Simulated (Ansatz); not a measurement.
**HfN: straining the crystal, a stretch of c alone**

One table from this session's results is given with a row withheld; the runs are named, their logs left out.

Program: Ansatz 0.2.0. Level of theory: DFT PBEsol, scalar-relativistic, plane waves, PAW. These are calculated values, not measurements.

2 further runs of the same task are left out: 2 set aside as unsound or not needed.

## The system as given

It takes space group Fm-3m (No. 225, cubic). The conventional cell has a = 4.502 Å, b = 4.502 Å, c = 4.502 Å, α = 90.00°, β = 90.00°, γ = 90.00°. Hf (site symmetry m-3m) has 6 N at 2.25 Å as nearest neighbours. N (site symmetry m-3m) is surrounded by 6 Hf at 2.25 Å.

Coordinates:

```xyz
4
Lattice="2.2509 2.2509 0.0000 -2.2509 2.2509 0.0000 0.0000 0.0000 4.5017" Properties=species:S:1:pos:R:3 pbc="T T T"
Hf    0.0000    0.0000    0.0000
Hf    0.0000    2.2509    2.2509
N     0.0000    2.2509    0.0000
N     0.0000    0.0000    2.2509
```

It goes back to an entry of the Materials Project, which need not be the stable form.

Set-up of the first run:

File input.yaml:

```yaml
crystal:
  lattice:
    - [2.2508679147, 2.2508679147, 0.0]
    - [-2.2508679147, 2.2508679147, 0.0]
    - [0.0, 0.0, 4.5017358294]
  atoms:
    - { symbol: Hf, position: [0.0, 0.0, 0.0] }
    - { symbol: Hf, position: [0.5, 0.5, 0.5] }
    - { symbol: "N", position: [0.5, 0.5, 0.0] }
    - { symbol: "N", position: [0.0, 0.0, 0.5] }
basis:
  ecutwfc: 420
kpoints:
  mp_grid: { grid: [16, 16, 12] }
hamiltonian:
  xc: pbesol
scf:
  occupations: { method: gaussian, width: 0.1 }
output:
  forces: true
  stress: true
  eigenvalues: true
```

The run is started by

```bash
ansatz run input.yaml --threads 1 --pin off --max-ram 2560MiB --backend cpu --events-out ev --progress --plain --runs-dir out
```

Among the steps run: Zero strain; At -1.5 %; Strain +1.5 %; At -3.0 %; Strain +3.0 %; The cell strained by -4.5 %; At +4.5 %.

One table of the session follows, with a row left open; its other results are not shown here.

Lengths are those of the vectors of the cell that was run; stresses in GPa:

| strain (%) | ΔE (meV/atom) | c (Å) |
| --- | --- | --- |
| -4.5 | 54.9 | 4.299 |
| -3.0 | 22.8 | 4.367 |
| -1.5 | 5.2 | 4.434 |
| +0.0 | 0.0 | 4.502 |
| +1.5 | 5.3 | 4.569 |
| +3.0 | ? | ? |
| +4.5 | 39.6 | 4.704 |

**Question.** Estimate the row for strain (%) = +3.0.

Worked estimate for «ΔE (meV/atom)». A straight line through the neighbours (1.5, 5.3) and (4.5, 39.6) gives 5.3 + (39.6 − 5.3) × (3.0 − 1.5) / (4.5 − 1.5) = 22.5; a parabola fitted to 3 rows on both sides gives 18.5.

The run gave: ΔE (meV/atom): 19.2; c (Å): 4.637. In «ΔE (meV/atom)» the line misses by +3.3 and the parabola by -0.7.

ΔE is over the unstrained cell. Stress in GPa, positive in compression, on the Cartesian axes of the input. 
